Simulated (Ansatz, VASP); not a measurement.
# BN: VASP beside Ansatz

The input POSCAR:

```
BN
1.0
    0.0000000000      1.8327680662      1.8327680662
    1.8327680662      0.0000000000      1.8327680662
    1.8327680662      1.8327680662      0.0000000000
B N
1 1
Direct
    0.0000000000      0.0000000000      0.0000000000
    0.5000000000      0.5000000000      0.5000000000
```

INCAR.step1

```
SYSTEM = BN
PREC = Accurate
ENCUT = 520
EDIFF = 1E-5
ISMEAR = 0
SIGMA = 0.01
LREAL = .False.
LASPH = .True.
NELM = 100
ALGO = Normal
ISIF = 2
LWAVE = .True.
LCHARG = .False.
NBANDS = 11
GGA = PE
```

Contents of INCAR.step2:

```
SYSTEM = BN
PREC = Accurate
ENCUT = 520
EDIFF = 1E-6
ISMEAR = 0
SIGMA = 0.01
LREAL = .False.
LASPH = .True.
NELM = 100
ALGO = Normal
ISIF = 2
LWAVE = .False.
LCHARG = .False.
GGA = PE
LHFCALC = .True.
HFSCREEN = 0.2079
PRECFOCK = Normal
NBANDS = 11
ISTART = 1
```

The input KPOINTS:

```
Automatic mesh
0
Gamma
  8 8 8
  0 0 0
```

Input for Ansatz:

```yaml
crystal:
  lattice:
    - [0.0, 1.8327680662, 1.8327680662]
    - [1.8327680662, 0.0, 1.8327680662]
    - [1.8327680662, 1.8327680662, 0.0]
  atoms:
    - { symbol: B, position: [0.0, 0.0, 0.0] }
    - { symbol: "N", position: [0.5, 0.5, 0.5] }
kpoints:
  mp_grid: { grid: [8, 8, 8] }
  band_path:
    path:
      - [0.0, 0.0, 0.0]
      - [0.5, 0.0, 0.5]
      - [0.625, 0.25, 0.625]
      - [0.375, 0.375, 0.75]
      - [0.5, 0.5, 0.5]
      - [0.5, 0.25, 0.75]
      - [0.0, 0.169271, -0.169271]
      - [0.0, 0.5, 0.5]
    npoints: 1
hamiltonian:
  xc: hse06
scf:
  occupations: { method: fixed }
  n_extra_bands: 4
output:
  forces: true
  stress: true
  eigenvalues: true
  write_density: true
  write_potential: true
  elf: true
  volumetric_format: npy
```

Change from the starting cell: hydrostatic strain +5.0%.

Alike in both runs: task single point; functional HSE06; k mesh 8 × 8 × 8; no spin polarisation.

|  | VASP | Ansatz |
| --- | --- | --- |
| version | VASP 6.6.1 | Ansatz 0.2.0 |
| potentials or method | VASP PAW PBE potentials, release 64 (B, N) | plane waves, PAW |
| plane-wave cutoff (eV) | 520 | 420 |
| occupations | gaussian, width 0.01 eV | fixed |
| valence electrons in the cell | 8 | 8 |

Ansatz gave:

```
gap on the k mesh at the Fermi level (eV) : 1.13
pressure (GPa)                            : -51.5
```

What did VASP give for the same quantities?

gap on the k mesh at the Fermi level (eV): 1.12; pressure (GPa): -51.5.

Ansatz warned: «stress_exchange_threshold_loose».

Caveats: the cell as given lies far from equilibrium; so large a pressure means that the cell lies far from this level's equilibrium, or that cutoff or potentials fall short (VASP); the potentials were made for another functional, which shifts forces and pressure (VASP). A k mesh can miss the band edges.
